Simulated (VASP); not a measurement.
Input of a VASP 6.6.1 run:

INCAR

```
SYSTEM = TiO2
PREC     = Accurate       ! precision mode
ENCUT    = 520            ! plane-wave cutoff, eV
EDIFF    = 1E-7           ! SCF threshold, eV
ISMEAR   = -1             ! smearing method
SIGMA    = 0.05           ! smearing width, eV
LREAL    = .False.        ! projectors in reciprocal space
LASPH    = .True.         ! aspherical terms in the spheres
NELM     = 80             ! most SCF steps
ALGO     = Normal         ! electronic algorithm
ISIF     = 2              ! what is computed and relaxed
LWAVE    = .False.        ! write WAVECAR
LCHARG   = .False.        ! write CHGCAR
LMAXMIX  = 4              ! l up to which the mixer works
METAGGA  = MS2            ! meta-GGA
LMIXTAU  = .True.       
NBANDS   = 33             ! bands
```

File KPOINTS:

```
regular mesh
0
Gamma
  6 6 9
  0 0 0
```

Contents of POSCAR:

```
TiO2
1.0
    4.5998373239      0.0000000000      0.0000000000
    0.0000000000      4.5998373239      0.0000000000
    0.0000000000      0.0000000000      2.9592135600
Ti O
2 4
Direct
    0.0000000000      0.0000000000      0.5000000000
    0.5000000000      0.5000000000      0.0000000000
    0.3043213200      0.3043213200      0.5000000000
    0.1956786800      0.8043213200      0.0000000000
    0.8043213200      0.1956786800      0.0000000000
    0.6956786800      0.6956786800      0.5000000000
```

The input KPOINTS_OPT:

```
path GXMGZRAZ,XR,MA
10
line-mode
reciprocal
 0.0000000000  0.0000000000  0.0000000000  G
 0.0000000000  0.5000000000  0.0000000000  X

 0.0000000000  0.5000000000  0.0000000000  X
 0.5000000000  0.5000000000  0.0000000000  M

 0.5000000000  0.5000000000  0.0000000000  M
 0.0000000000  0.0000000000  0.0000000000  G

 0.0000000000  0.0000000000  0.0000000000  G
 0.0000000000  0.0000000000  0.5000000000  Z

 0.0000000000  0.0000000000  0.5000000000  Z
 0.0000000000  0.5000000000  0.5000000000  R

 0.0000000000  0.5000000000  0.5000000000  R
 0.5000000000  0.5000000000  0.5000000000  A

 0.5000000000  0.5000000000  0.5000000000  A
 0.0000000000  0.0000000000  0.5000000000  Z

 0.0000000000  0.5000000000  0.0000000000  X
 0.0000000000  0.5000000000  0.5000000000  R

 0.5000000000  0.5000000000  0.0000000000  M
 0.5000000000  0.5000000000  0.5000000000  A
```

Potentials or basis: VASP PAW PBE potentials, release 64 (Ti_sv, O).

Run with:

```bash
$ cat potpaw_PBE.64/Ti_sv/POTCAR potpaw_PBE.64/O/POTCAR > POTCAR
$ mpirun -np 1 vasp_std > vasp.out
```

Problem. What does it give for the band gap along the path?

Solution. 2.21 eV, direct.

Problem. Predict the pressure.

Solution. 1.1 GPa.

Forces in eV/Å, atoms in the order of the input:
```
Ti   0.000  0.000  0.000
Ti   0.000  0.000  0.000
O   -0.014 -0.014  0.000
O    0.014 -0.014  0.000
O   -0.014  0.014  0.000
O    0.014  0.014  0.000
```

Caveat: the PAW data sets were made with another functional, which shifts forces and pressure a little.

**Experimental background.**

“Shallow Valence Band of Rutile GeO2 and P-type Doping”, 2020, arxiv:2011.08928 quotes, for a bulk crystal of TiO2 at 1.6 K: band gap 3.03 eV (direct).

A measured gap of TiO2 is 3.03 eV (direct; 1.6 K; quoted in “Shallow Valence Band of Rutile GeO2 and P-type Doping”, 2020, arxiv:2011.08928); the calculated 2.21 eV misses it by -0.82 eV. 2 values of this kind are on record in papers (3.03 to 3.05 eV); this one was drawn at random among those near their median. The value is that of MS2, without temperature or zero-point motion. The cell is a database's relaxed one, not the measured one, which moves gaps too.
